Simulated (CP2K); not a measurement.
# Ge (Pm-3m) in CP2K: convergence with cutoff ry

Aim: find how far cutoff ry must go before the results for Ge settle, at PBE. This setting moves, with any that are tied to it; all else stays.

All numbers are computed with CP2K 2026.2; they aren't measurements. Logs are shortened: lines on timing, memory, paths and dates and some standing lists are left out, and cuts for length are marked.

### 1 The structure

The structure is cubic, space group Pm-3m (No. 221). Conventional cell: a = 2.710 Å, b = 2.710 Å, c = 2.710 Å, α = 90.00°, β = 90.00°, γ = 90.00°. Ge (site symmetry m-3m) is surrounded by 6 Ge at 2.71 Å.

The cell was built by a generator and needn't be a form met in nature.

### 2 With cutoff ry 90 Ry

The input, ge_converge.inp:

```
&GLOBAL
  PROJECT ge_converge
  RUN_TYPE ENERGY_FORCE
  PRINT_LEVEL LOW
&END GLOBAL
&FORCE_EVAL
  METHOD QS
  STRESS_TENSOR ANALYTICAL
  &DFT
    BASIS_SET_FILE_NAME BASIS_MOLOPT
    POTENTIAL_FILE_NAME GTH_POTENTIALS
    &MGRID
      CUTOFF 90
      REL_CUTOFF 60
      NGRIDS 4
    &END MGRID
    &QS
      METHOD GPW
      EPS_DEFAULT 1.0E-9
    &END QS
    &KPOINTS
      SCHEME MONKHORST-PACK 8 8 8
      GAMMA_CENTERED T
      SYMMETRY T
      SYMMETRY_BACKEND SPGLIB
    &END KPOINTS
    &SCF
      SCF_GUESS ATOMIC
      EPS_SCF 1.0E-6
      MAX_SCF 100
      ADDED_MOS 8
      CHOLESKY OFF
      EPS_EIGVAL 1.0E-7
      &DIAGONALIZATION ON
        ALGORITHM STANDARD
      &END DIAGONALIZATION
      &MIXING ON
        METHOD BROYDEN_MIXING
        ALPHA 0.4
        BETA 1.5
        NBUFFER 8
      &END MIXING
      &SMEAR ON
        METHOD FERMI_DIRAC
        ELECTRONIC_TEMPERATURE [K] 580.226
      &END SMEAR
    &END SCF
    &XC
      &XC_FUNCTIONAL PBE
      &END XC_FUNCTIONAL
    &END XC
    &PRINT
      &KPOINTS ON
      &END KPOINTS
      &MULLIKEN ON
      &END MULLIKEN
      &MO ON
        ENERGIES T
        OCCUPATION_NUMBERS T
        &EACH
          QS_SCF 0
        &END EACH
        ADD_LAST NUMERIC
      &END MO
    &END PRINT
  &END DFT
  &SUBSYS
    &CELL
      A 2.7104700000 0.0000000000 0.0000000000
      B 0.0000000000 2.7104700000 0.0000000000
      C 0.0000000000 0.0000000000 2.7104700000
      PERIODIC XYZ
    &END CELL
    &COORD
      SCALED
      Ge  0.0000000000 0.0000000000 0.0000000000
    &END COORD
    &KIND Ge
      BASIS_SET DZVP-MOLOPT-SR-GTH-q4
      POTENTIAL GTH-PBE-q4
    &END KIND
    &PRINT
      &ATOMIC_COORDINATES ON
      &END ATOMIC_COORDINATES
      &CELL ON
      &END CELL
    &END PRINT
  &END SUBSYS
  &PRINT
    &FORCES ON
    &END FORCES
    &STRESS_TENSOR ON
    &END STRESS_TENSOR
  &END PRINT
&END FORCE_EVAL
```

Potentials or basis: GTH_POTENTIALS Ge GTH-PBE-q4; DZVP-MOLOPT-SR-GTH basis.

On the command line:

```bash
$ OMP_NUM_THREADS=1 cp2k.psmp -i ge_converge.inp -o ge_converge.out
```

Wall time 2.7 s (1 thread of Arm Neoverse V1, shared host); peak memory 0.15 GiB.

Results:

| Property | Result |
| --- | --- |
| Free energy | -106.6286 eV |
| Pressure | 2.4 GPa |
| Band gap on the k mesh | none (metal or under the smearing width) |

### 3 With cutoff ry 140 Ry

Edit ge_converge.inp of step 2 so:

```diff
@@ -12,3 +12,3 @@
     &MGRID
-      CUTOFF 90
+      CUTOFF 140
       REL_CUTOFF 60
```

Potentials or basis: GTH_POTENTIALS Ge GTH-PBE-q4; DZVP-MOLOPT-SR-GTH basis.

On the command line:

```bash
$ OMP_NUM_THREADS=1 cp2k.psmp -i ge_converge.inp -o ge_converge.out
```

It took 2.8 s on 1 thread of Arm Neoverse V1, shared host; peak memory 0.15 GiB.

Results:

* Free energy: -106.6286 eV
* Pressure: 2.4 GPa
* Band gap on the k mesh: none (metal or under the smearing width)

### 4 With cutoff ry 190 Ry

Edit ge_converge.inp of step 3 so:

```diff
@@ -12,3 +12,3 @@
     &MGRID
-      CUTOFF 140
+      CUTOFF 190
       REL_CUTOFF 60
```

On the command line:

```bash
$ OMP_NUM_THREADS=1 cp2k.psmp -i ge_converge.inp -o ge_converge.out
```

Wall time 3.1 s (1 thread of Arm Neoverse V1, shared host); peak memory 0.16 GiB.

What came out:

```
Free energy            : -106.6286 eV
Pressure               : 2.4 GPa
Band gap on the k mesh : none (metal or under the smearing width)
```

### 5 With cutoff ry 250 Ry

Edit ge_converge.inp of step 4 so:

```diff
@@ -12,3 +12,3 @@
     &MGRID
-      CUTOFF 190
+      CUTOFF 250
       REL_CUTOFF 60
```

On the command line:

```bash
$ OMP_NUM_THREADS=1 cp2k.psmp -i ge_converge.inp -o ge_converge.out
```

Wall time 2.9 s (1 thread of Arm Neoverse V1, shared host); peak memory 0.16 GiB.

Results:

```
Free energy            : -106.6286 eV
Pressure               : 2.4 GPa
Band gap on the k mesh : none (metal or under the smearing width)
```

### 6 With cutoff ry 320 Ry

Edit ge_converge.inp of step 5 so:

```diff
@@ -12,3 +12,3 @@
     &MGRID
-      CUTOFF 250
+      CUTOFF 320
       REL_CUTOFF 60
```

Potentials or basis: GTH_POTENTIALS Ge GTH-PBE-q4; DZVP-MOLOPT-SR-GTH basis.

On the command line:

```bash
$ OMP_NUM_THREADS=1 cp2k.psmp -i ge_converge.inp -o ge_converge.out
```

Run time: 2.9 s. Hardware: 1 thread of Arm Neoverse V1, shared host; peak memory 0.16 GiB.

Results:

```yaml
Free_energy: -106.6286 eV
Pressure: 2.4 GPa
Band_gap_on_the_k_mesh: none (metal or under the smearing width)
```

### 7 With cutoff ry 380 Ry

Edit ge_converge.inp of step 6 so:

```diff
@@ -12,3 +12,3 @@
     &MGRID
-      CUTOFF 320
+      CUTOFF 380
       REL_CUTOFF 60
```

On the command line:

```bash
$ OMP_NUM_THREADS=1 cp2k.psmp -i ge_converge.inp -o ge_converge.out
```

Wall time 3 s (1 thread of Arm Neoverse V1, shared host); peak memory 0.17 GiB.

What came out:

```yaml
Free_energy: -106.6286 eV
Pressure: 2.4 GPa
Band_gap_on_the_k_mesh: none (metal or under the smearing width)
```

### 8 With cutoff ry 450 Ry

Edit ge_converge.inp of step 7 so:

```diff
@@ -12,3 +12,3 @@
     &MGRID
-      CUTOFF 380
+      CUTOFF 450
       REL_CUTOFF 60
```

On the command line:

```bash
$ OMP_NUM_THREADS=1 cp2k.psmp -i ge_converge.inp -o ge_converge.out
```

Wall time 3.2 s (1 thread of Arm Neoverse V1, shared host); peak memory 0.18 GiB.

Results (log left out):

* Free energy: -106.6286 eV
* Pressure: 2.4 GPa
* Band gap on the k mesh: none (metal or under the smearing width)

### 9 With cutoff ry 560 Ry

Edit ge_converge.inp of step 8 so:

```diff
@@ -12,3 +12,3 @@
     &MGRID
-      CUTOFF 450
+      CUTOFF 560
       REL_CUTOFF 60
```

Potentials or basis: GTH_POTENTIALS Ge GTH-PBE-q4; DZVP-MOLOPT-SR-GTH basis.

On the command line:

```bash
$ OMP_NUM_THREADS=1 cp2k.psmp -i ge_converge.inp -o ge_converge.out
```

It took 3.6 s on 1 thread of Arm Neoverse V1, shared host; peak memory 0.19 GiB.

Results (log left out):

```
Free energy            : -106.6286 eV
Pressure               : 2.4 GPa
Band gap on the k mesh : none (metal or under the smearing width)
```

### 10 With cutoff ry 720 Ry

Edit ge_converge.inp of step 9 so:

```diff
@@ -12,3 +12,3 @@
     &MGRID
-      CUTOFF 560
+      CUTOFF 720
       REL_CUTOFF 60
```

Potentials or basis: GTH_POTENTIALS Ge GTH-PBE-q4; DZVP-MOLOPT-SR-GTH basis.

On the command line:

```bash
$ OMP_NUM_THREADS=1 cp2k.psmp -i ge_converge.inp -o ge_converge.out
```

ge_converge.out:

```text

 CP2K| version string:                                       CP2K version 2026.2
 CP2K| Input file name                                           ge_converge.inp

 GLOBAL| Force Environment number                                              1
 GLOBAL| Basis set file name                                        BASIS_MOLOPT
 GLOBAL| Potential file name                                      GTH_POTENTIALS
 GLOBAL| MM Potential file name                                     MM_POTENTIAL
 GLOBAL| Coordinate file name                                      __STD_INPUT__
 GLOBAL| Method name                                                        CP2K
 GLOBAL| Project name                                                ge_converge
 GLOBAL| Run type                                                   ENERGY_FORCE
 GLOBAL| FFT library                                                       FFTW3
[... 5 lines left out ...]
 GLOBAL| Global print level                                                  LOW
 GLOBAL| Total number of message passing processes                             1
 GLOBAL| Number of threads for this process                                    1
 GLOBAL| CPU model name                                                  UNKNOWN

 CELL| Volume [angstrom^3]:                                            19.912868
 CELL| Vector a [angstrom]:       2.710     0.000     0.000   |a| =     2.710470
 CELL| Vector b [angstrom]:       0.000     2.710     0.000   |b| =     2.710470
 CELL| Vector c [angstrom]:       0.000     0.000     2.710   |c| =     2.710470
 CELL| Angle (b,c), alpha [degree]:                                    90.000000
 CELL| Angle (a,c), beta  [degree]:                                    90.000000
 CELL| Angle (a,b), gamma [degree]:                                    90.000000
 CELL| Numerically orthorhombic:                                             YES
 CELL| Periodicity                                                           XYZ

 CELL_REF| Volume [angstrom^3]:                                        19.912868
 CELL_REF| Vector a [angstrom     2.710     0.000     0.000   |a| =     2.710470
 CELL_REF| Vector b [angstrom     0.000     2.710     0.000   |b| =     2.710470
 CELL_REF| Vector c [angstrom     0.000     0.000     2.710   |c| =     2.710470
 CELL_REF| Angle (b,c), alpha [degree]:                                90.000000
 CELL_REF| Angle (a,c), beta  [degree]:                                90.000000
 CELL_REF| Angle (a,b), gamma [degree]:                                90.000000
 CELL_REF| Numerically orthorhombic:                                         YES
 CELL_REF| Periodicity                                                       XYZ

[... 8 lines left out ...]
 TOTAL NUMBERS AND MAXIMUM NUMBERS

  Total number of            - Atomic kinds:                                   1
                             - Atoms:                                          1
                             - Shell sets:                                     1
                             - Shells:                                         5
                             - Primitive Cartesian functions:                  4
                             - Cartesian basis functions:                     14
                             - Spherical basis functions:                     13

  Maximum angular momentum of the orbital basis functions:                     2

 MODULE QUICKSTEP: ATOMIC COORDINATES IN ANGSTROM

   Atom Kind Element         X             Y             Z       Z(eff)     Mass
[... 97 lines left out ...]
     9 Broy./Diag. 0.40E+00    0.3     0.00000032        -3.9185291536 -7.35E-06

  *** SCF run converged in     9 steps ***

  Electronic density on regular grids:         -4.0000000000       -0.0000000000
  Core density on regular grids:                3.9999999874       -0.0000000126
  Total charge density on r-space grids:       -0.0000000126
  Total charge density g-space grids:          -0.0000000126

  Overlap energy of the core charge distribution:               0.00000000018605
  Self energy of the core charge distribution:                 -8.35836420070750
  Core Hamiltonian energy:                                      1.95783589936049
  Hartree energy:                                               3.64045430880233
  Exchange-correlation energy:                                 -1.15825135282537
  Electronic entropic energy:                                  -0.00020380835069
  Fermi energy:                                                 0.20145976795665

  Total energy:                                                -3.91852915356234
  Total energy (extrapolated to T->0):                         -3.91842724938699

 MO| EIGENVALUES AND OCCUPATION NUMBERS FOR K POINT 1
 MO|
 MO|  Index      Eigenvalue [a.u.]        Eigenvalue [eV]             Occupation
 MO|      1               0.022860               0.622053               2.000000
 MO|      2               0.217184               5.909883               0.000384
 MO|      3               0.217184               5.909883               0.000384
 MO|      4               0.286436               7.794324               0.000000
 MO|      5               0.586939              15.971433               0.000000
 MO|      6               0.589789              16.048987               0.000000
 MO|      7               0.589789              16.048987               0.000000
 MO|      8               1.383471              37.646148               0.000000
 MO|      9               1.383471              37.646148               0.000000
 MO|     10               1.580402              43.004939               0.000000
 MO| Sum:                                                               2.000768
 MO| E(Fermi):            0.201460 a.u.          5.481999 eV
[... 202 lines left out ...]
 MO|  Index      Eigenvalue [a.u.]        Eigenvalue [eV]             Occupation
 MO|      1              -0.031714              -0.862971               2.000000
 MO|      2               0.082138               2.235099               2.000000
 MO|      3               0.179944               4.896530               1.999984
 MO|      4               0.438210              11.924312               0.000000
 MO|      5               0.631299              17.178516               0.000000
 MO|      6               0.927416              25.236263               0.000000
 MO|      7               0.935632              25.459849               0.000000
 MO|      8               0.989915              26.936971               0.000000
 MO|      9               1.193987              32.490051               0.000000
 MO|     10               1.228917              33.440543               0.000000
 MO| Sum:                                                               5.999984
 MO| E(Fermi):            0.201460 a.u.          5.481999 eV
 MO| Band gap:            0.097806 a.u.          2.661430 eV

 [... the levels of further k-points ...]

 !-----------------------------------------------------------------------------!
                     Mulliken Population Analysis

 #  Atom  Element  Kind  Atomic population                           Net charge
       1     Ge       1          4.000000                             -0.000000
 # Total charge                              4.000000                 -0.000000

 !-----------------------------------------------------------------------------!

 ENERGY| Total FORCE_EVAL ( QS ) energy [hartree]             -3.918528296183077

 FORCES| Atomic forces [hartree/bohr]
 FORCES|   Atom     x               y               z               |f|
 FORCES|      1 -1.19325003E-11 -1.19326125E-11 -1.19307017E-11   2.06667232E-11
 FORCES| Sum    -1.19325003E-11 -1.19326125E-11 -1.19307017E-11
 FORCES| Total atomic force                                       2.06667232E-11

 STRESS| Analytical stress tensor [bar]
 STRESS|                        x                   y                   z
 STRESS|      x        2.35845394486E+04   9.44865997216E-06   9.69894895239E-06
 STRESS|      y        9.44865997216E-06   2.35845394486E+04   9.70271947363E-06
 STRESS|      z        9.69894895239E-06   9.70271947363E-06   2.35845394486E+04
 STRESS| 1/3 Trace                                             2.35845394486E+04
 STRESS| Determinant                                           1.31184401934E+13

 STRESS| Eigenvectors and eigenvalues of the analytical stress tensor [bar]
 STRESS|                        1                   2                   3
 STRESS| Eigenvalues   2.35845394388E+04   2.35845394392E+04   2.35845394678E+04
 STRESS|      x          -0.410735995864      0.707106753013      0.575583166489
 STRESS|      y          -0.410410968137     -0.707106753013      0.575814967743
 STRESS|      z           0.814161396121      0.000282289608      0.580638563461
```

Wall time 3.5 s (1 thread of Arm Neoverse V1, shared host); peak memory 0.2 GiB.

Results:

```yaml
Free_energy: -106.6286 eV
Pressure: 2.4 GPa
Band_gap_on_the_k_mesh: none (metal or under the smearing width)
```

### 11 The series at a glance

```tsv
cutoff ry	energy less the tightest run, at zero smearing (meV/atom)	SCF cycles	CPU time (s)	peak memory (GiB)
90 Ry	0.01	9	2.7	0.15
140 Ry	-0.04	9	2.8	0.15
190 Ry	0.00	9	3.1	0.16
250 Ry	0.00	9	2.9	0.16
320 Ry	0.00	9	2.9	0.16
380 Ry	0.00	9	3	0.17
450 Ry	0.00	9	3.2	0.18
560 Ry	0.00	9	3.6	0.19
720 Ry	0.00	9	3.5	0.2
```

Against the tightest run, the energy stays within 1 meV/atom from 90 Ry on. The tightest run that finished is the yardstick and may itself not be fully converged.

Caveats: the basis of atomic orbitals isn't converged, which shifts pressures, moduli and gaps.
